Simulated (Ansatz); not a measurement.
## GeSe — electric field gradients

The cell is a COD entry, ions relaxed with PBE at fixed cell.

Space group Pnma (No. 62); a = 10.8200, b = 3.8500, c = 4.4000 Å.

```csv
site,Wyckoff,site symmetry,x,y,z
Ge,4c,.m.,0.1201,0.2500,0.1156
Se,4c,.m.,0.8547,0.2500,0.4941
```

One atom of each set is listed.

Level of theory: DFT, r2SCAN, plane waves and PAW, scalar-relativistic, 500 eV cutoff, Γ-centred 4×11×10 k-points, Fermi–Dirac smearing 0.02 eV (Ansatz 0.2.0).

Conventions: |V_zz| ≥ |V_yy| ≥ |V_xx|, η = (V_xx − V_yy)/V_zz, C_Q = eQV_zz/h.

⁷³Ge: I = 9/2, Q = -196.0 mb. Q values from Pyykkö, Mol. Phys. 116, 1328 (2018).

```tsv
site	atoms	first shell	V_zz (10²¹ V/m²)	η	C_Q (MHz)
Ge	4	3 Se at 2.58–2.59 Å; also 3 Se at 3.31–3.32 Å	-7.00	0.26	33.2
Se	4	3 Ge at 2.58–2.59 Å; also 3 Ge at 3.31–3.32 Å	-9.73	0.04	–
```

At Ge V_zz stands upright on the plane through its three neighbours (within 9°).

Se has no stable isotope with a ground-state quadrupole moment in the table, so no C_Q is given.

The largest force is 0.3 eV/Å, so the atoms aren't at the calculated equilibrium and relaxing them would move these values.

The run took 1.9 min of wall time (1.9 min of CPU time) and 1.5 GiB at its peak, on 1 thread of Intel Xeon 6975P-C (Granite Rapids) (x86_64; 16 cores open to the job, memory cap 3.0 GiB, no GPU), a shared host with a load of 1.0 a core.
